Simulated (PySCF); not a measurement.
# CHF3 (trifluoromethane) at 6 levels

Wanted: a comparison of 6 runs (HF/STO-3G, B3LYP/def2-SVPD, BHLYP/def2-SVPD, wB97M-V/def2-SVPD, wB97X/def2-SVPD, SCS-MP2/def2-SVPD) of CHF3 (trifluoromethane). Input form: a Python script.

The results are computed with PySCF 2.14.0.

2 further runs of the same task are left out: 2 set aside as unsound or not needed.

## 1. The molecule

The species is CHF3 (5 atoms), meant as a singlet with charge 0. SMILES: `FC(F)F`. The C2–H5 distance was set to 2.429 Å, away from the relaxed value. At this shape a bond of the SMILES string is far longer than usual.

Bond lengths: F1–C2 1.328 Å, C2–F3 1.328 Å, C2–F4 1.328 Å. Angles: F1–C2–F3 108.4°, F1–C2–F4 108.4°, F3–C2–F4 108.4°.

## 2. A single-point energy at HF/STO-3G (run 1)

The input, run.py:

```python
from pyscf import gto

mol = gto.Mole()
mol.atom = [
    ('F', (-1.098023, -1.576672, 0.924877)),
    ('C', (-0.411403, -1.189672, -0.143383)),
    ('F', (0.612067, -2.019212, -0.307603)),
    ('F', (-1.201623, -1.283052, -1.206573)),
    ('H', (0.377570, 1.091490, 0.131950)),
]
mol.verbose = 3
mol.basis = 'sto-3g'
mol.max_memory = 1860
mol.build()

hf = mol.RHF()
hf.conv_tol = 1e-10
hf.kernel()
if not hf.converged:
    hf = hf.newton().run(hf.mo_coeff, hf.mo_occ)

e_final = hf.e_tot
print(f'total energy: {e_final:.8f} hartree')
```

Command:

```sh
OMP_NUM_THREADS=1 python run.py
```

Standard output:

```text
converged SCF energy = -331.807577731831
total energy: -331.80757773 hartree
```

It took 0.87 s on 1 thread of Arm Neoverse V1, shared host; peak memory 0.12 GiB.

## 3. A single-point energy at B3LYP/def2-SVPD (run 2)

The input, job.py:

```python
from pyscf import gto, dft

mol = gto.M(
    atom='''
F     -1.098023    -1.576672     0.924877
C     -0.411403    -1.189672    -0.143383
F      0.612067    -2.019212    -0.307603
F     -1.201623    -1.283052    -1.206573
H      0.377570     1.091490     0.131950
''',
    max_memory=1860,
    verbose=3,
    spin=0,
    basis='def2-svpd',
)

mf = dft.RKS(mol)
mf.xc = 'b3lyp'
mf.conv_tol = 1e-10
mf.grids.level = 5
mf.kernel()
if not mf.converged:
    mf = mf.newton().run(mf.mo_coeff, mf.mo_occ)

etot = mf.e_tot
print(f'total energy: {etot:.8f} hartree')
```

Command:

```sh
OMP_NUM_THREADS=1 python job.py
```

Standard output:

```text
converged SCF energy = -337.825289138293
total energy: -337.82528914 hartree
```

Run time: 16 s. Hardware: 1 thread of Arm Neoverse V1, shared host; peak memory 0.48 GiB.

## 4. The energy at BHLYP/def2-SVPD (run 3)

The input, job.py:

```python
from pyscf import gto, dft

mol = gto.M(
    atom='''
F   -1.098023  -1.576672   0.924877
C   -0.411403  -1.189672  -0.143383
F    0.612067  -2.019212  -0.307603
F   -1.201623  -1.283052  -1.206573
H    0.377570   1.091490   0.131950
''',
    max_memory=1860,
    basis='def2-svpd',
    verbose=3,
    charge=0,
)

myscf = dft.RKS(mol, xc='bhandhlyp')
myscf.conv_tol = 1e-10
myscf.grids.level = 5
myscf.kernel()
if not myscf.converged:
    myscf = myscf.newton().run(myscf.mo_coeff, myscf.mo_occ)

energy = myscf.e_tot
print('E = %.10f Eh' % energy)
```

Command:

```sh
OMP_NUM_THREADS=1 python job.py
```

Standard output:

```text
converged SCF energy = -337.663149060492
E = -337.6631490605 Eh
```

Wall time 16 s (1 thread of Arm Neoverse V1, shared host); peak memory 0.48 GiB.

Runs 4 to 5 aren't shown in full; the table further down has their settings and results.

## 5. The energy at SCS-MP2/def2-SVPD (run 6)

The input, job.py:

```python
from pyscf import gto, mp

molecule = gto.Mole()
molecule.atom = '''
F     -1.098023    -1.576672     0.924877
C     -0.411403    -1.189672    -0.143383
F      0.612067    -2.019212    -0.307603
F     -1.201623    -1.283052    -1.206573
H      0.377570     1.091490     0.131950
'''
molecule.charge = 0
molecule.verbose = 3
molecule.basis = 'def2-svpd'
molecule.max_memory = 1860
molecule.spin = 0
molecule.build()

calc0 = molecule.RHF()
calc0.conv_tol = 1e-10
calc0.kernel()
if not calc0.converged:
    calc0 = calc0.newton().run(calc0.mo_coeff, calc0.mo_occ)

pt = mp.MP2(calc0, frozen=4).run()
energy = calc0.e_tot + 1.2 * pt.e_corr_os + pt.e_corr_ss / 3
print('E = %.10f Eh' % energy)
```

Command:

```sh
OMP_NUM_THREADS=1 python job.py
```

Standard output:

```text
converged SCF energy = -336.291576223863
E(RMP2) = -337.05247312545  E_corr = -0.76089690158702
E(SCS-RMP2) = -337.028853421041  E_corr = -0.737277197178263
E = -337.0288534210 Eh
```

Run time: 2.4 s. Hardware: 1 thread of Arm Neoverse V1, shared host; peak memory 0.25 GiB.

## 6. Overview of the runs

```tsv
run	level	integration grid	nlc grid	energy (Eh)	dipole moment (D) of the reference	HOMO energy (eV)	LUMO energy (eV)	wall time
1	HF/STO-3G	–	–	-331.807578	0.08	-6.35	2.53	0.87 s
2	B3LYP/def2-SVPD	5	–	-337.825289	0.41	-8.16	-4.63	16 s
3	BHLYP/def2-SVPD	5	–	-337.663149	0.77	-9.31	-3.62	16 s
4	wB97M-V/def2-SVPD	5	1	-337.725910	0.61	-10.27	-2.37	61 s
5	wB97X/def2-SVPD	5	–	-337.733793	0.54	-10.46	-2.31	19 s
6	SCS-MP2/def2-SVPD	–	–	-337.028853	0.90	-10.66	-1.24	2.4 s
```

## 7. Results

| quantity | value |
| --- | --- |
| run 6: total energy | -337.02885 Eh |
| run 6: dipole moment (Hartree–Fock density) | 0.90 D |
| run 6: HOMO energy (Hartree–Fock orbitals) | -10.66 eV |
| run 6: LUMO energy (Hartree–Fock orbitals) | -1.24 eV |
| run 6: HOMO–LUMO gap (Hartree–Fock orbitals) | 9.42 eV |
| run 6: correlation energy (4 core orbitals frozen) | -737.3 mEh |

What this shows: Over runs 1, 2, 3, 4, 5 the dipole moment (its size) runs from 0.08 D (HF/STO-3G) to 0.77 D (BHLYP/def2-SVPD). The two ends differ in method and basis. The two dipoles point in opposite directions. Over runs 1, 2, 3, 4, 5 the HOMO–LUMO gap runs from 3.53 eV (B3LYP/def2-SVPD) to 8.88 eV (HF/STO-3G). Totals of different functionals can't be ranked against each other. In run 1 the basis is minimal, so the values are rough. In runs 1, 2, 3, 4, 5, 6 a closed-shell determinant meets a far-stretched bond, which it describes badly. All runs together took 1.9 min, the longest 61 s.
